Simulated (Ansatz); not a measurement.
## ZrS2 (CdI2 type) under strain

ZrS2, CdI2 type, relaxed with r2SCAN+rVV10 in the PAW code Ansatz. Space group P-3m1 (No. 164), trigonal; conventional cell a = 3.674 Å, c = 5.857 Å, 22.83 Å³ an atom. Zr has 6 S at 2.57 Å; S has 3 Zr at 2.57 Å.

The axes x, y and z are those of this cell:
```xyz
3
Lattice="3.6744 0.0000 0.0000 -1.8372 3.1821 0.0000 0.0000 0.0000 5.8569" Properties=species:S:1:pos:R:3 pbc="T T T"
Zr    0.0000    0.0000    0.0000
S     0.0000    2.1214    1.4421
S     1.8372    1.0607    4.4147
```

Unstrained: The PBE gap is indirect, 0.877 eV (k = (-0.089, 0.042, 0) to L), below the direct gap of 1.502 eV at Γ. The r2SCAN gap is indirect, 1.181 eV (k = (-0.089, 0.042, 0) to L), below the direct gap of 1.811 eV at Γ. The HSE06 gap is indirect, 1.666 eV (k = (-0.089, 0.042, 0) to L), below the direct gap of 2.381 eV at Γ. The r2SCAN+SOC gap is indirect, 1.177 eV (k = (-0.089, 0.042, 0) to L), below the direct gap of 1.797 eV at Γ. Meshes: PBE 12×12×4, r2SCAN 12×12×4, HSE06 6×6×4, r2SCAN+SOC 12×12×4. Strains are changes of length per length. After each strain the atoms were relaxed again with r2SCAN+rVV10 in this cell and within any symmetry left, so distortions that break it or need a larger cell weren't tested; points keep the names that they have in the unstrained zone. The values are computed, non-magnetic, and not measurements.

Changes of the least gap in eV (an overlap counts as a negative gap):
```
                 strain  volume change (%)  space group     PBE  r2SCAN   HSE06  r2SCAN+SOC  G0W0@PBE (mesh)
uniaxial -4.0 % along z               -4.0        P-3m1  -0.201  -0.210  -0.226      -0.211            -0.25
uniaxial -3.0 % along z               -3.0        P-3m1  -0.149  -0.155  -0.167      -0.156            -0.19
uniaxial -2.0 % along z               -2.0        P-3m1  -0.096  -0.100  -0.107      -0.102            -0.13
uniaxial -1.0 % along z               -1.0        P-3m1  -0.045  -0.047  -0.051      -0.048            -0.06
uniaxial +1.0 % along z               +1.0        P-3m1  +0.041  +0.042  +0.046      +0.043            +0.06
uniaxial +2.0 % along z               +2.0        P-3m1  +0.078  +0.081  +0.089      +0.082            +0.12
uniaxial +3.0 % along z               +3.0        P-3m1  +0.114  +0.118  +0.129      +0.120            +0.17
uniaxial +4.0 % along z               +4.0        P-3m1  +0.147  +0.152  +0.166      +0.154            +0.20
```
Unstrained, G0W0@PBE with 285 empty bands, a screening cutoff of 150 eV and a 6×6×2 mesh gives 1.76 eV on its mesh; the band count follows the volume. G0W0 values are finite-basis, finite-mesh values.

Uniaxial -4.0 % along z, other directions held. HSE06: the gap goes from 1.666 to 1.440 eV (-0.226 eV); the edges go from (-0.089, 0.042, 0) → L to Γ → L. Stress change with PBE, compression positive: xx +0.53, yy +0.53, zz +1.88 GPa.

Uniaxial -3.0 % along z, other directions held. HSE06: the gap goes from 1.666 to 1.499 eV (-0.167 eV); the edges go from (-0.089, 0.042, 0) → L to Γ → L. Stress change with PBE, compression positive: xx +0.36, yy +0.36, zz +1.30 GPa.

Uniaxial -2.0 % along z, other directions held. HSE06: the gap goes from 1.666 to 1.559 eV (-0.107 eV); the edges go from (-0.089, 0.042, 0) → L to Γ → L. Stress change with PBE, compression positive: xx +0.21, yy +0.21, zz +0.79 GPa.

Uniaxial -1.0 % along z, other directions held. HSE06: the gap goes from 1.666 to 1.615 eV (-0.051 eV); the edges go from (-0.089, 0.042, 0) → L to (-0.068, 0.031, 0) → L. Stress change with PBE, compression positive: xx +0.10, yy +0.10, zz +0.37 GPa.

Uniaxial +1.0 % along z, other directions held. HSE06: the gap goes from 1.666 to 1.712 eV (+0.046 eV); the edges go from (-0.089, 0.042, 0) → L to Γ–K (0.16) → L. Stress change with PBE, compression positive: xx -0.09, yy -0.09, zz -0.32 GPa.

Uniaxial +2.0 % along z, other directions held. HSE06: the gap goes from 1.666 to 1.755 eV (+0.089 eV); the edges go from (-0.089, 0.042, 0) → L to (-0.120, 0.057, 0) → L. Stress change with PBE, compression positive: xx -0.17, yy -0.17, zz -0.61 GPa.

Uniaxial +3.0 % along z, other directions held. HSE06: the gap goes from 1.666 to 1.795 eV (+0.129 eV); the edges go from (-0.089, 0.042, 0) → L to (-0.130, 0.062, 0) → L. Stress change with PBE, compression positive: xx -0.22, yy -0.22, zz -0.83 GPa.

Uniaxial +4.0 % along z, other directions held. HSE06: the gap goes from 1.666 to 1.832 eV (+0.166 eV); the edges go from (-0.089, 0.042, 0) → L to (-0.073, 0.141, 0) → L. Stress change with PBE, compression positive: xx -0.26, yy -0.26, zz -1.01 GPa.

Only the levels marked +SOC include spin-orbit coupling.

Where an edge lies off the special points, it is a point of the mesh or the k point where a search put PBE's edge or least direct gap, reused for the other functionals, whose own edges may lie a little apart.

Coordinates of k points refer to the reciprocal vectors of the primitive cell of the runs.

The meshes of the hybrids are coarse, so their gaps aren't converged to the digits shown.
